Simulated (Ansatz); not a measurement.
# W (Fm-3m) in Ansatz: further runs

One crystal, W, is run at these levels: PBEsol; tasks: single point, equation of state.

All numbers are computed with Ansatz 0.2.0; they aren't measurements. Logs are shortened: lines on timing, memory, paths and dates and some standing lists are left out, and cuts for length are marked.

### 1 The crystal as given

Symmetry: Fm-3m, No. 225, cubic system. The conventional cell has a = 4.060 Å, b = 4.060 Å, c = 4.060 Å, α = 90.00°, β = 90.00°, γ = 90.00°. Around W (site symmetry m-3m) lie 12 W at 2.87 Å.

This isn't the form of W at room conditions, which is bcc.

### 2 Single point, PBEsol, 15.73 Å³/atom (volume scaled by 0.94)

input.yaml reads:

```yaml
crystal:
  lattice:
    - [0.0, 1.9885598007, 1.9885598007]
    - [1.9885598007, 0.0, 1.9885598007]
    - [1.9885598007, 1.9885598007, 0.0]
  atoms:
    - { symbol: W, position: [0.0, 0.0, 0.0] }
kpoints:
  mp_grid: { grid: [11, 11, 11] }
scf:
  occupations: { method: fermi_dirac, width: 0.05 }
hamiltonian:
  xc: pbesol
  pseudopotentials: { kind: all_electron, lapw: { basis_error: 0.001 } }
output:
  forces: true
  stress: true
  eigenvalues: true
```

Potentials or basis: all-electron LAPW, scalar-relativistic.

Launch:

```
ansatz run input.yaml --threads 1 --pin off --max-ram 3072MiB --backend cpu --events-out ev --progress --plain --runs-dir out
```

Standard output:

```text
Warning: RAYON_NUM_THREADS=1 ignored (pool sized by the plan → 1); use --threads N
LAPW: plane waves up to 8.374 Å⁻¹, error target 1.0e-3 eV per atom; small_component_spin mean_spin; W in spheres of 1.406 Å, 38 of its electrons in bands, Dirac shells [] (how accurate: hamiltonian.pseudopotentials.lapw.basis_error, Limitations)
Engine: ansatz 0.2.0, aarch64-unknown-linux-gnu
Pseudopotentials: kind: all_electron
Pseudopotential: W, LAPW, valence charge 38, lapw/all_electron/scalar/gaussian/W, Koelling and Harmon's equation, gaussian nucleus
Functional definition: PBEsol
  exchange = pbesol_x
  correlation = pbesol_c
Crystal: 1 atoms, lattice volume = 15.727 Å³
Basis set: ecut = 267.15596232210385 eV, 169 PW (Γ), exchange–correlation at level 2
Bands: 23, of which v1, the nominal top of the filled ones, is band 19 counted from 1 (18 counted from 0)
Symmetry: 48 space group operations
Space group: Fm-3m (ITA 225), of the structure as read, at distance tolerance 2.5e-5 Å
k-points: 56 of 1331
Non-local potential: W, projectors of the file, none
Initial density: superposition of atomic densities (chi_scale 0.1, normalization cell)
Initial wavefunctions: plane waves of lowest kinetic energy (no species holds an atomic orbital)
Functional: x = pbesol(κ = 0.804, μ = 0.12345679012345678), c = pbesol(β = 0.046)
iter 1 solved again at ethr=2.00e-4 eV; its pass at ethr=1.00e-1 eV (dr2=7.60e-2 eV) is discarded
SCF iter   1: F=—  HF=-439073.700672 eV  |F-HF|=—  |Δ(HF+E_count)|=         —  Δρ=3.09e-2  dr2=7.66e-2  ethr=2.00e-4  ⟨swp⟩=2.9  Hψ=8146  notcnv=0
preconditioner: auto → Kerker (q_TF=auto, 3.160 Å⁻¹)  [metal: Δε(μ)=0.069 eV  Ē_g=29.573 eV  σ=0.050 eV  W_gap=0.33  n_scr=14 (ndim 8)  ℏωp=47.7 eV  f_vac=0.000  D(μ)=0.91/eV (n_scr^D=14)]
SCF iter   2: F=—  HF=-439073.519369 eV  |F-HF|=—  |Δ(HF+E_count)|=   1.81e-1  Δρ=1.61e-2  dr2=2.50e-2  ethr=2.00e-4  ⟨swp⟩=2.0  Hψ=4033  notcnv=0
SCF iter   3: F=—  HF=-439073.502973 eV  |F-HF|=—  |Δ(HF+E_count)|=   1.64e-2  Δρ=1.02e-2  dr2=1.13e-2  ethr=6.59e-5  ⟨swp⟩=2.0  Hψ=3820  notcnv=0
SCF iter   4: F=—  HF=-439073.498651 eV  |F-HF|=—  |Δ(HF+E_count)|=         —  Δρ=5.57e-3  dr2=3.88e-3  ethr=2.96e-5  ⟨swp⟩=2.0  Hψ=3821  notcnv=0
the basis was enlarged: its passes take 621.2 KiB over the memory plan, 1 of 1 planned eigensolver slots
iter 5 solved again at ethr=7.83e-7 eV; its pass at ethr=1.02e-5 eV (dr2=2.98e-4 eV) is discarded
SCF iter   5: F=—  HF=-439073.498428 eV  |F-HF|=—  |Δ(HF+E_count)|=   2.24e-4  Δρ=1.40e-3  dr2=2.97e-4  ethr=7.83e-7  ⟨swp⟩=2.0  Hψ=6461  notcnv=0
SCF iter   6: F=—  HF=-439073.498442 eV  |F-HF|=—  |Δ(HF+E_count)|=   1.42e-5  Δρ=3.38e-4  dr2=1.58e-5  ethr=7.83e-7  ⟨swp⟩=2.0  Hψ=3820  notcnv=0
SCF iter   7: F=—  HF=-439073.498441 eV  |F-HF|=—  |Δ(HF+E_count)|=   1.03e-6  Δρ=8.95e-5  dr2=1.34e-6  ethr=4.16e-8  ⟨swp⟩=2.0  Hψ=3820  notcnv=0
SCF iter   8: F=-439073.498441 eV  HF=-439073.498441 eV  |F-HF|=1.89e-8  |Δ(HF+E_count)|=   2.52e-7  Δρ=2.08e-5  dr2=5.64e-8  ethr=3.51e-9  ⟨swp⟩=2.0  Hψ=3820  notcnv=0
SCF 1 converged in 8 iterations: F = -439073.498441 eV  dr2 = 5.64e-8
SCF converged after 8 iterations
Free energy (F): -439073.498441 eV
Harris-Foulkes:  -439073.498441 eV  (|F-HF|=1.89e-8)
Internal energy: -439073.490420 eV  (E = F + TS)
E sigma→0 (E₀):  -439073.494430 eV
Entropy (-TS):   -0.008021 eV (-8.021 meV/atom)
Fermi energy:    28.716234 eV
--- Per-component energies (eV) ---
  E_band       = -2006.879171
  E_kinetic    = 491698.213151
  E_xc         = -8704.150557
  E_electrostatic = -922067.553014  (all electrons and nuclei)
  E_smearing   = -0.008021  (= −TS)
  E_closure    = 0.000000  (closes the sum)
  E_atoms      = -439061.712185  (free atoms, spherical and without spin; not in F)
  Σ components = -439073.498441   (vs F -439073.498441, Δ=0.00e0)
  Basis errors (estimates in eV, not in F): energy 2.2e-4 per atom: plane waves 1.8e-4 (9.4e-5 summed), levels above the bands 2.1e-108, relativity 5.7e-8, radial functions 3.4e-5, core shells 1.1e-6; eigenvalues (radial functions only) 4.1e-6; not estimated: angular momenta, meshes, grids; target (lapw.basis_error) 1.0e-3; muffin-tin radii W 1.406 Å
--- Forces (eV/Å), atoms counted from 1 ---
  atom   1  W     -0.00000000     0.00000000     0.00000000
  max |Σ_I F_I| component: 2.05e-32 eV/Å
--- Stress (GPa, compression-positive) ---
        5.567976       0.000000       0.000000
        0.000000       5.567976       0.000000
        0.000000       0.000000       5.567976
  P = ⅓ Tr σ = 5.5680 GPa (55.680 kbar)
--- Band table (eV; the first three rows and the last of 56) ---
  k-point 0: bands = ["-203.5299", "-203.5299", "-203.5060", "-203.5060", "-203.5060", "-44.7486", "-8.3496", "-8.3496", "-8.3496", "1.0948", "1.0948", "1.0948", "1.1075", "1.1519", "1.1519", "1.1519", "19.5451", "28.1278", "28.1278", "28.1278", "31.4400", "31.4400", "41.6147"]
  k-point 1: bands = ["-203.5299", "-203.5299", "-203.5060", "-203.5060", "-203.5060", "-44.7384", "-8.4631", "-8.3639", "-8.3639", "1.0941", "1.0967", "1.0967", "1.1103", "1.1482", "1.1482", "1.1521", "19.9238", "27.8475", "28.3005", "28.3005", "31.2850", "31.2850", "42.3523"]
  k-point 2: bands = ["-203.5299", "-203.5299", "-203.5060", "-203.5060", "-203.5060", "-44.7109", "-8.7601", "-8.4021", "-8.4021", "1.0920", "1.1018", "1.1018", "1.1182", "1.1387", "1.1387", "1.1525", "20.9331", "27.3061", "28.6031", "28.6031", "31.1588", "31.1588", "43.0504"]
  k-point 55: bands = ["-203.5299", "-203.5299", "-203.5060", "-203.5060", "-203.5060", "-44.5774", "-9.2641", "-9.1930", "-8.8193", "1.1078", "1.1086", "1.1131", "1.1140", "1.1174", "1.1207", "1.1537", "24.8211", "26.1465", "27.1381", "30.2465", "34.5555", "38.3757", "40.0651"]
```

Wall time 7.2 s (1 thread of Arm Neoverse V2, shared host); peak memory 0.26 GiB.

Results:

```yaml
Free_energy: -439073.4984 eV
Pressure: 5.6 GPa
Band_gap_on_the_k_mesh: none (metal or under the smearing width)
```

### 3 Single point, PBEsol, 16.06 Å³/atom (volume scaled by 0.96)

input.yaml: that of step 2 with these lines changed.

```diff
@@ -2,5 +2,5 @@
   lattice:
-    - [0.0, 1.9885598007, 1.9885598007]
-    - [1.9885598007, 0.0, 1.9885598007]
-    - [1.9885598007, 1.9885598007, 0.0]
+    - [0.0, 2.0025642044, 2.0025642044]
+    - [2.0025642044, 0.0, 2.0025642044]
+    - [2.0025642044, 2.0025642044, 0.0]
   atoms:
```

Potentials or basis: all-electron LAPW, scalar-relativistic.

Launch:

```
ansatz run input.yaml --threads 1 --pin off --max-ram 3072MiB --backend cpu --events-out ev --progress --plain --runs-dir out
```

It took 7.2 s on 1 thread of Arm Neoverse V2, shared host; peak memory 0.26 GiB.

Results (log left out):

```
Free energy            : -439073.5029 eV
Pressure               : -1.2 GPa
Band gap on the k mesh : none (metal or under the smearing width)
```

### 4 Single point, PBEsol, 16.40 Å³/atom (volume scaled by 0.98)

input.yaml: that of step 3 with these lines changed.

```diff
@@ -2,5 +2,5 @@
   lattice:
-    - [0.0, 2.0025642044, 2.0025642044]
-    - [2.0025642044, 0.0, 2.0025642044]
-    - [2.0025642044, 2.0025642044, 0.0]
+    - [0.0, 2.0163754284, 2.0163754284]
+    - [2.0163754284, 0.0, 2.0163754284]
+    - [2.0163754284, 2.0163754284, 0.0]
   atoms:
```

Launch:

```
ansatz run input.yaml --threads 1 --pin off --max-ram 3072MiB --backend cpu --events-out ev --progress --plain --runs-dir out
```

Wall time 7 s (1 thread of Arm Neoverse V2, shared host); peak memory 0.26 GiB.

It converged, with:

| Property | Result |
| --- | --- |
| Free energy | -439073.4940 eV |
| Pressure | -7.2 GPa |
| Band gap on the k mesh | none (metal or under the smearing width) |

### 5 Single point, PBEsol, 16.73 Å³/atom

input.yaml: that of step 4 with these lines changed.

```diff
@@ -2,5 +2,5 @@
   lattice:
-    - [0.0, 2.0163754284, 2.0163754284]
-    - [2.0163754284, 0.0, 2.0163754284]
-    - [2.0163754284, 2.0163754284, 0.0]
+    - [0.0, 2.03, 2.03]
+    - [2.03, 0.0, 2.03]
+    - [2.03, 2.03, 0.0]
   atoms:
```

Launch:

```
ansatz run input.yaml --threads 1 --pin off --max-ram 3072MiB --backend cpu --events-out ev --progress --plain --runs-dir out
```

Run time: 6.5 s. Hardware: 1 thread of Arm Neoverse V2, shared host; peak memory 0.26 GiB.

Results (log left out):

* Free energy: -439073.4732 eV
* Pressure: -12.6 GPa
* Band gap on the k mesh: none (metal or under the smearing width)

### 6 Single point, PBEsol, 17.07 Å³/atom (volume scaled by 1.02)

input.yaml: that of step 5 with these lines changed.

```diff
@@ -2,5 +2,5 @@
   lattice:
-    - [0.0, 2.03, 2.03]
-    - [2.03, 0.0, 2.03]
-    - [2.03, 2.03, 0.0]
+    - [0.0, 2.0434441004, 2.0434441004]
+    - [2.0434441004, 0.0, 2.0434441004]
+    - [2.0434441004, 2.0434441004, 0.0]
   atoms:
```

Potentials or basis: all-electron LAPW, scalar-relativistic.

Launch:

```
ansatz run input.yaml --threads 1 --pin off --max-ram 3072MiB --backend cpu --events-out ev --progress --plain --runs-dir out
```

Wall time 6.2 s (1 thread of Arm Neoverse V2, shared host); peak memory 0.26 GiB.

The run converged. Its results:

```yaml
Free_energy: -439073.4416 eV
Pressure: -17.5 GPa
Band_gap_on_the_k_mesh: none (metal or under the smearing width)
```

### 7 Single point, PBEsol, 17.40 Å³/atom (volume scaled by 1.04)

input.yaml: that of step 6 with these lines changed.

```diff
@@ -2,5 +2,5 @@
   lattice:
-    - [0.0, 2.0434441004, 2.0434441004]
-    - [2.0434441004, 0.0, 2.0434441004]
-    - [2.0434441004, 2.0434441004, 0.0]
+    - [0.0, 2.0567135898, 2.0567135898]
+    - [2.0567135898, 0.0, 2.0567135898]
+    - [2.0567135898, 2.0567135898, 0.0]
   atoms:
```

Launch:

```
ansatz run input.yaml --threads 1 --pin off --max-ram 3072MiB --backend cpu --events-out ev --progress --plain --runs-dir out
```

It took 6.2 s on 1 thread of Arm Neoverse V2, shared host; peak memory 0.26 GiB.

The run converged. Its results:

- Free energy: -439073.4006 eV
- Pressure: -21.8 GPa
- Band gap on the k mesh: none (metal or under the smearing width)

### 8 Single point, PBEsol, 17.73 Å³/atom (volume scaled by 1.06)

input.yaml: that of step 7 with these lines changed.

```diff
@@ -2,5 +2,5 @@
   lattice:
-    - [0.0, 2.0567135898, 2.0567135898]
-    - [2.0567135898, 0.0, 2.0567135898]
-    - [2.0567135898, 2.0567135898, 0.0]
+    - [0.0, 2.0698140295, 2.0698140295]
+    - [2.0698140295, 0.0, 2.0698140295]
+    - [2.0698140295, 2.0698140295, 0.0]
   atoms:
```

Launch:

```
ansatz run input.yaml --threads 1 --pin off --max-ram 3072MiB --backend cpu --events-out ev --progress --plain --runs-dir out
```

It took 6 s on 1 thread of Arm Neoverse V2, shared host; peak memory 0.26 GiB.

It converged, with:

```
Free energy            : -439073.3510 eV
Pressure               : -25.6 GPa
Band gap on the k mesh : none (metal or under the smearing width)
```

### 9 Equation of state, PBEsol

Potentials or basis: all-electron LAPW, scalar-relativistic.

No new run: the results of the series are fitted here.

Results:

```
Equilibrium volume                      : 16.00 Å³/atom
Bulk modulus                            : 312 GPa
Pressure derivative of the bulk modulus : 4.4
```

Energy against volume, from the lowest point:
| volume (Å³/atom) | energy (meV/atom) |
| --- | --- |
| 15.727 | 4.46 |
| 16.062 | 0.00 |
| 16.396 | 8.89 |
| 16.731 | 29.73 |
| 17.065 | 61.26 |
| 17.400 | 102.32 |
| 17.735 | 151.87 |

The run has no spin-orbit coupling, so splittings on W are missing.
